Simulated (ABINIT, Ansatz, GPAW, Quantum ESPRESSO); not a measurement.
# One calculation of TaAs, 4 ways

```xyz
4
Lattice="-1.7218 1.7218 5.8679 1.7218 -1.7218 5.8679 1.7218 1.7218 -5.8679" Properties=species:S:1:pos:R:3 pbc="T T T"
Ta   -0.0391   -0.0143    5.8420
Ta    1.7260   -0.0234    2.9107
As   -0.0269    0.0224    0.9484
As   -0.0261    1.7046    3.8780
```

The cell is a database's computed one, not the measured one.

Atoms were shifted at random by some hundredths of an Å from the given cell, which wasn't relaxed again for these runs.

Alike in all runs: task single point; functional PBEsol; k mesh 11 × 11 × 11; occupations fermi-dirac, width 0.05 eV; no spin polarisation; no spin-orbit coupling. Pressure is positive in compression and, in plane waves, holds the error of the finite cutoff.

```csv
program and potentials,plane-wave cutoff (eV),notes,pressure (GPa),largest force (eV/Å)
"Ansatz, all-electron LAPW, scalar-relativistic",-,-,-3.68,0.506
"Quantum ESPRESSO, GBRV 1.5 PBEsol",762,9 valence electrons an atom on average,-3.06,0.514
"ABINIT, JTH PAW PBE v2.0",517,potentials made for PBE; 14 valence electrons an atom on average,?,?
"GPAW, PAW data sets generated for this functional",600,9 valence electrons an atom on average,-3.11,0.515
```

Problem. Estimate from the other rows what the run with ABINIT, JTH PAW PBE v2.0 gave.

Solution. Pressure -3.63 GPa; largest force 0.511 eV/Å. The other rows, which needn't bracket it: pressure -3.68 to -3.06; largest force 0.506 to 0.515.
